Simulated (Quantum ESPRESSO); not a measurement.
Runs of Quantum ESPRESSO 7.5 on K. Symmetry: Im-3m, No. 229, cubic system. The conventional cell has a = 5.395 Å, b = 5.395 Å, c = 5.395 Å, α = 90.00°, β = 90.00°, γ = 90.00°. 

```tsv
level	ASE optimiser	dispersion computed by	rVV10 parameter b	gap on the mesh (eV)	pressure (GPa)	relaxed volume (Å³/atom)
revPBE+D2	LBFGS	-	-	none	0.0	(a)
revPBE+D4	FIRE	dftd4 4.3.1 through ASE	-	none	0.0	75.77
revPBE+rVV10	BFGS	-	6.3	none	0.0	75.07
revPBE+D3(BJ)	FIRE	-	-	none	0.0	70.27
revPBE+D3	LBFGS	-	-	none	0.0	(b)
revPBE	FIRE	-	-	none	0.0	-
```

Alike in all rows: task relaxation of cell and atoms; potentials or basis PseudoDojo 0.4.1 SR PBE standard; no spin polarisation; cell relaxed; k mesh 7 × 7 × 7; cutoff (eV) 1007; smearing fermi-dirac 0.05 eV.

Fill in the values left out.

(a) 69.86; (b) 73.06.

Caveats: the potentials were made for another functional, which shifts forces and pressure; pairwise dispersion overbinds metals, which lowers pressure and volume (some runs); rVV10's parameter b was fitted to another functional (some runs); the relaxation stopped at its first step, so nothing moved (some runs).

A gap of «none» marks a metal or a gap under the smearing width.
